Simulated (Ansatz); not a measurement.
A plane-wave DFT run in Ansatz 0.2.0 (scalar-relativistic PAW potentials unless the input names others): input and command.

```yaml
crystal:
  lattice:
    - [0.0, 2.7215639846, 2.6807405248]
    - [2.7215639846, 0.0, 2.6807405248]
    - [2.7215639846, 2.7215639846, 0.0]
  atoms:
    - { symbol: Zn, position: [0.0, 0.0, 0.0] }
    - { symbol: S, position: [0.75, 0.75, 0.75] }
basis:
  ecutwfc: 420
kpoints:
  mp_grid: { grid: [8, 8, 8] }
hamiltonian:
  xc: pbe
scf:
  occupations: { method: tetrahedron_uncorrected }
output:
  forces: true
  eigenvalues: true
  stress: true
```

```bash
ansatz run input.yaml --threads 2 --pin off --max-ram 5120MiB --backend cpu --events-out ev --progress --plain --runs-dir out
```

Abridged log:
```
Basis set: ecut = 420 eV, 749 PW (Γ), exchange–correlation on 54×54×54 points (8 copies of the dense FFT grid, shifted against one another)
Bands: 13, of which v1, the nominal top of the filled ones, is band 9 counted from 1 (8 counted from 0)
Symmetry: 8 space group operations
k-points: 59 of 512 (time reversal used)
SCF iter   1: F=—  HF=-4222.730985 eV  |F-HF|=—  |Δ(HF+E_count)|=         —  Δρ=5.93e-4  dr2=1.83e-4  ethr=1.77e-3  ⟨swp⟩=5.8  Hψ=4689  notcnv=0
SCF iter   2: F=—  HF=-4222.731274 eV  |F-HF|=—  |Δ(HF+E_count)|=   2.89e-4  Δρ=5.19e-4  dr2=4.91e-5  ethr=1.02e-6  ⟨swp⟩=3.1  Hψ=2246  notcnv=0
SCF iter   3: F=—  HF=-4222.731306 eV  |F-HF|=—  |Δ(HF+E_count)|=   3.22e-5  Δρ=1.64e-4  dr2=7.48e-6  ethr=2.73e-7  ⟨swp⟩=2.0  Hψ=1477  notcnv=0
SCF iter   4: F=—  HF=-4222.731313 eV  |F-HF|=—  |Δ(HF+E_count)|=   6.78e-6  Δρ=7.15e-5  dr2=9.89e-7  ethr=4.16e-8  ⟨swp⟩=2.2  Hψ=1487  notcnv=0
SCF iter   5: F=—  HF=-4222.731316 eV  |F-HF|=—  |Δ(HF+E_count)|=   3.28e-6  Δρ=3.40e-5  dr2=3.06e-7  ethr=5.50e-9  ⟨swp⟩=2.2  Hψ=1548  notcnv=0
SCF iter   6: F=-4222.731316 eV  HF=-4222.731316 eV  |F-HF|=8.06e-9  |Δ(HF+E_count)|=   5.14e-7  Δρ=3.56e-6  dr2=2.19e-9  ethr=5.56e-10  ⟨swp⟩=4.3  Hψ=2620  notcnv=0
SCF 1 converged in 6 iterations: F = -4222.731316 eV  dr2 = 2.19e-9
SCF converged after 6 iterations
Free energy (F): -4222.731316 eV
Harris-Foulkes:  -4222.731316 eV  (|F-HF|=8.06e-9)
Internal energy: -4222.731316 eV  (E = F + TS)
E sigma→0 (E₀):  -4222.731316 eV
Fermi energy:    5.736264 eV
--- Forces (eV/Å), atoms counted from 1 ---
  atom   1  Zn     0.00000000     0.00000000     0.00000000
  atom   2  S      0.00000000     0.00000000     0.00000000
--- Stress (GPa, compression-positive) ---
        0.901792       0.000000       0.000000
        0.000000       0.901792       0.000000
        0.000000       0.000000       1.498475
  P = ⅓ Tr σ = 1.1007 GPa (11.007 kbar)
```

Apart from outputs and empty bands, the input differs from a reference run on usual settings in scf.occupations.width: 0.05 → not typed; scf.occupations.method: "gaussian" → "tetrahedron_uncorrected". The reference, at the same geometry (not necessarily relaxed), gave pressure 1.10 GPa, largest force 0.000 eV/Å, gap on the mesh 2.05 eV. This run converged in 6 SCF iterations (reference: 6) with an energy at zero smearing within 0.01 meV/atom of the reference's, pressure 1.10 GPa, largest force 0.000 eV/Å, gap on the mesh 2.05 eV.

The run took 0.53 s on 2 threads of AMD EPYC 9R45 96-Core Processor (Zen 5), on a shared host, peak memory 0.39 GiB.